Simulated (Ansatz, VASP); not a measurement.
## LiF in VASP and in Ansatz

Contents of INCAR:

```
PREC = Accurate
ENCUT = 520
EDIFF = 1E-6
ISMEAR = 0
SIGMA = 0.05
LREAL = False
LASPH = True
NELM = 100
ALGO = Normal
ISIF = 2
LWAVE = False
LCHARG = False
GGA = PE
NBANDS = 12
```

Contents of KPOINTS:

```
regular mesh
0
Gamma
  10 10 10
```

POSCAR

```
LiF
1.0
    0.0000000000      1.9636500000      2.0643500000
    1.9636500000      0.0000000000      2.0643500000
    1.9636500000      1.9636500000      0.0000000000
Li F
1 1
Direct
    0.0000000000      0.0000000000      0.0000000000
    0.5000000000      0.5000000000      0.5000000000
```

Input for Ansatz:

```yaml
crystal:
  lattice:
    - [0.0, 1.96365, 2.06435]
    - [1.96365, 0.0, 2.06435]
    - [1.96365, 1.96365, 0.0]
  atoms:
    - { symbol: Li, position: [0.0, 0.0, 0.0] }
    - { symbol: F, position: [0.5, 0.5, 0.5] }
basis:
  ecutwfc: 420
kpoints:
  mp_grid: { grid: [10, 10, 10] }
hamiltonian:
  xc: pbe
scf:
  occupations: { method: gaussian, width: 0.05 }
output:
  forces: true
  stress: true
  eigenvalues: true
```

Change from the starting cell: strain -0.025 along x and y, +0.025 along z, atoms carried along.

Alike in both runs: task single point; functional PBE; k mesh 10 × 10 × 10; occupations gaussian, width 0.05 eV; no spin polarisation.

|  | VASP | Ansatz |
| --- | --- | --- |
| version | VASP 6.6.1 | Ansatz 0.2.0 |
| potentials or method | VASP PAW PBE potentials, release 64 (Li_sv, F) | scalar-relativistic, plane waves, PAW |
| plane-wave cutoff (eV) | 520 | 420 |
| valence electrons in the cell | 10 | 10 |

|  | VASP | Ansatz | Ansatz less VASP |
| --- | --- | --- | --- |
| gap on the k mesh at the Fermi level (eV) | 9.25 | 9.25 | -0.001 |
| least direct gap on the mesh (eV) | 9.25 | 9.25 | -0.001 |

With one functional, cell and mesh, what is left measures potentials, basis and numerics.

 A k mesh can miss the band edges.
